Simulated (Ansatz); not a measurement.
Runs of Ansatz 0.2.0 on Sn. It takes space group I4_1/amd (No. 141, tetragonal). The conventional cell has a = 5.880 Å, b = 5.880 Å, c = 3.199 Å, α = 90.00°, β = 90.00°, γ = 90.00°. Sn (site symmetry -4m2) has 6 Sn at 3.05 to 3.20 Å as nearest neighbours. 

```csv
task,level,cell,k mesh,cutoff (eV),smearing,gap on the mesh (eV),pressure (GPa),relaxed volume (Å³/atom)
band structure,LDA,as given,9 × 9 × 9,208,fermi-dirac 0.05 eV,-,-2.8,-
relaxation of cell and atoms,RPBE+D3(BJ),relaxed,9 × 9 × 9,-,fermi-dirac 0.05 eV,-,0.0,21.89
relaxation of cell and atoms,revPBE+D3(BJ),relaxed,9 × 9 × 9,-,fermi-dirac 0.05 eV,-,0.0,26.80
phonons,PBEsol,as given,7 × 7 × 7,224,fermi-dirac 0.05 eV,none,-,-
relaxation of cell and atoms,BLYP+D4,relaxed,9 × 9 × 9,-,fermi-dirac 0.05 eV,-,0.0,28.41
relaxation of cell and atoms,BLYP+D3(BJ),relaxed,9 × 9 × 9,-,fermi-dirac 0.05 eV,-,0.0,(b)
relaxation of cell and atoms,revPBE,relaxed,9 × 9 × 9,-,fermi-dirac 0.05 eV,-,0.0,(a)
elastic constants,PBEsol,as given,7 × 7 × 7,224,fermi-dirac 0.05 eV,none,-1.6,-
band structure,revPBE,as given,9 × 9 × 9,207,fermi-dirac 0.05 eV,-,2.5,-
single point,RPBE,as given,9 × 9 × 9,207,gaussian 0.1 eV,none,2.9,-
```

Alike in all rows: potentials or basis all-electron LAPW, scalar-relativistic; no spin polarisation; basis error allowed 0.001 eV/atom.

**Question.** Estimate the missing entries.

**Answer.** (a) 29.04; (b) 27.91.

Caveats: spin-orbit coupling is left out, which moves the levels of the heavy elements (some runs); the k mesh is thin for a metal, which can move the energy by tens of meV per atom (some runs); a metal's response needs a denser mesh (some runs); the volume moved by over 15 % at a fixed basis, so the end points are rough (some runs); elastic constants of metals need much finer meshes, so these are rough (some runs).

A k mesh can miss the band edges, and the runs leave out spin-orbit coupling on Sn.

A gap of «none» marks a metal or a gap under the smearing width.

Runs at the PBE level aren't shown here.
